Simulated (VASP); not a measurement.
Here is a VASP 6.6.1 calculation.

Contents of INCAR:

```
  PREC = Accurate
  ENCUT = 520
  EDIFF = 1E-7
  ISMEAR = 0
  SIGMA = 0.05
  LREAL = False
  LASPH = True
  NELM = 100
  ALGO = Fast
  ISIF = 2
  LWAVE = False
  LCHARG = False
  GGA = PS
  NBANDS = 56
```

KPOINTS

```
Automatic mesh
0
Gamma
  4 4 4
```

POSCAR

```
HfO2
1.0
    5.1180000000      0.0000000000      0.0000000000
    0.0000000000      5.1857000000      0.0000000000
   -0.8586630598      0.0000000000      5.2138671406
Hf O
4 8
Direct
    0.2755000000      0.0397000000      0.2080000000
    0.7245000000      0.5397000000      0.2920000000
    0.7245000000      0.9603000000      0.7920000000
    0.2755000000      0.4603000000      0.7080000000
    0.4487000000      0.7581000000      0.4801000000
    0.5513000000      0.2581000000      0.0199000000
    0.5513000000      0.2419000000      0.5199000000
    0.4487000000      0.7419000000      0.9801000000
    0.0742000000      0.3316000000      0.3467000000
    0.9258000000      0.8316000000      0.1533000000
    0.9258000000      0.6684000000      0.6533000000
    0.0742000000      0.1684000000      0.8467000000
```

Potentials or basis: VASP PAW PBE potentials, release 64 (Hf_pv, O).

The run is started by

```sh
$ cat potpaw_PBE.64/Hf_pv/POTCAR potpaw_PBE.64/O/POTCAR > POTCAR
$ mpirun -np 1 vasp_std > vasp.out
```

What does it give for the pressure?

-4.6 GPa.

Predict the largest force.

0.432 eV/Å.

What does it give for the band gap on the k mesh?

4.01 eV, indirect (least direct gap 4.10 eV).

Stress tensor (GPa, compression positive):
```
-4.57  0.00 -0.16
 0.00 -5.26  0.00
-0.16  0.00 -4.01
```

Caveat: the PAW data sets were made with another functional, which shifts forces and pressure a little; spin-orbit coupling is left out, which moves the levels of the heavy elements.

**The experiment to reproduce.**

From “Temperature dependence of self-trapped exciton luminescence in nanostructured hafnia powder”, 2021, arxiv:2112.02602, for a bulk crystal of HfO2: band gap 5.54 eV (indirect).

Against the measured gap of HfO2, 5.54 eV (indirect; quoted in “Temperature dependence of self-trapped exciton luminescence in nanostructured hafnia powder”, 2021, arxiv:2112.02602), the calculated 4.01 eV is off by -1.53 eV. Spin-orbit coupling on Hf is left out. The value is that of PBEsol on a finite k mesh, which can miss the band edges, without temperature or zero-point motion. Semilocal functionals fall short of measured gaps as a rule.
